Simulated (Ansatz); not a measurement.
The system is TiSi2.

```
Ti Si
1.0
     0.00000    4.11752    4.26290
     2.38951    0.00000    4.26290
     2.38951    4.11752    0.00000
Ti Si
2 4
Direct
  0.75000 0.75000 0.75000
  0.50000 0.50000 0.50000
  0.41257 0.08743 0.41257
  0.08743 0.41257 0.08743
  0.16257 0.83743 0.16257
  0.83743 0.16257 0.83743
```

The cell is a database's computed one.

- Program: Ansatz 0.2.0
- Task: relaxation of cell and atoms
- Functional: PBEsol
- Potentials or basis: Ansatz PAW
- Cutoff: 420 eV (not typed: the program's choice for these potentials)
- k mesh: 7 × 7 × 7
- Occupations: fermi-dirac, width 0.05 eV
- Spin: no spin polarisation
- Hubbard terms: Ti d U = 6 eV

At the start: volume 13.98 Å³/atom.

Task: How do energy, volume and symmetry change on relaxing?

Result: It ends after 7 steps and the volume is 14.40 Å³/atom (+3.0 %); space group Fddd (No. 70, to 0.05 Å).

Step by step:
```
step  energy change (eV)  largest force (eV/Å)  volume (Å³)
   1              0.0000                0.1266        83.88
   2             -0.0368                0.0462        86.47
   3             -0.0374                0.0271        86.44
   4             -0.0377                0.0087        86.39
   5             -0.0377                0.0067        86.42
   6             -0.0377                0.0001        86.39
   7             -0.0384                0.0000        86.39
```

Final structure:
```
CELL_PARAMETERS angstrom
0.00000 4.18966 4.26208
2.41910 0.00000 4.26208
2.41910 4.18966 0.00000
ATOMIC_POSITIONS crystal
Ti 0.75000 0.75000 0.75000
Ti 0.50000 0.50000 0.50000
Si 0.41006 0.08994 0.41006
Si 0.08994 0.41006 0.08994
Si 0.16006 0.83994 0.16006
Si 0.83994 0.16006 0.83994
```

Caveat: the plane-wave basis is chosen anew once the cell has moved, so the energies of steps on either side of that aren't comparable; U without spin polarisation on a metal has little footing; the PAW data sets come from PBE, with cores solved anew for the run's functional, which leaves a small shift of forces and pressure; the U is typed as a test and isn't derived for this compound.
